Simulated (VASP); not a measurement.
Here is a VASP 6.6.1 calculation.

The input INCAR:

```
SYSTEM = CdF2
ALGO = Normal
EDIFF = 1E-8
ENCUT = 600
ISIF = 2
ISMEAR = 0
KPAR = 2
LASPH = .TRUE.
LCHARG = .FALSE.
LEPSILON = .TRUE.
LREAL = .FALSE.
LWAVE = .FALSE.
NELM = 80
PREC = Accurate
SIGMA = 0.03
```

Contents of KPOINTS:

```
k-points
0
Monkhorst
  14 14 14
  0 0 0
```

Contents of POSCAR:

```
CdF2                                    
1.0
    0.0000000000      2.6559572934      2.6559572934
    2.6559572934      0.0000000000      2.6559572934
    2.6559572934      2.6559572934      0.0000000000
  Cd              F             
     1     2
Direct
     1.0000000000000000    1.0000000000000000    1.0000000000000000
     0.2500000000000000    0.2500000000000000    0.2500000000000000
     0.7500000000000000    0.7500000000000000    0.7500000000000000
```

Potentials or basis: VASP PAW LDA potentials, release 64 (Cd, F).

The run is started by

```bash
$ cat potpaw_LDA.64/Cd/POTCAR potpaw_LDA.64/F/POTCAR > POTCAR
$ mpirun -np 2 vasp_std > vasp.out
```

Predict the electronic dielectric tensor (diagonal).

2.88.

What does it give for the Born charges (mean of the diagonal)?

Cd +2.43; F -1.21 e.

Electronic dielectric tensor:
```
2.88 0.00 0.00
0.00 2.88 0.00
0.00 0.00 2.88
```
